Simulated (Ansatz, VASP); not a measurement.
## Two plane-wave programs on C

```xyz
10
Lattice="2.8674 0.0000 0.0000 0.0000 2.8674 0.0000 0.0000 0.0000 7.1597" Properties=species:S:1:pos:R:3 pbc="T T T"
C     1.4337    1.4337    0.0000
C     1.4337    1.4337    3.5799
C     0.4559    2.0289    4.6581
C     2.4115    0.8385    4.6581
C     2.0289    2.4115    2.5016
C     0.8385    0.4559    2.5016
C     0.4559    0.8385    1.0782
C     2.4115    2.0289    1.0782
C     2.0289    0.4559    6.0815
C     0.8385    2.4115    6.0815
```

Alike in both runs: functional PBE; k mesh 12 × 12 × 6; occupations gaussian, width 0.02 eV; no spin polarisation.

Ansatz relaxed the structure, and its values are those at the end. VASP's run is a single point on that final structure, the one shown.

|  | VASP | Ansatz |
| --- | --- | --- |
| version | VASP 6.6.1 | Ansatz 0.2.0 |
| potentials or method | VASP PAW PBE potentials, release 64 (C) | scalar-relativistic, plane waves, PAW |
| plane-wave cutoff (eV) | 520 | 420 |
| valence electrons in the cell | 40 | 40 |

Ansatz gave:

```
gap on the k mesh at the Fermi level (eV) : 0.44
least direct gap on the mesh (eV)         : 0.45
pressure (GPa)                            : 0.0
rms of the force components (eV/Å)        : 0.000
```

Q: What did VASP give for the same quantities?

A: gap on the k mesh at the Fermi level (eV): 0.44; least direct gap on the mesh (eV): 0.44; pressure (GPa): 0.6; rms of the force components (eV/Å): 0.018.
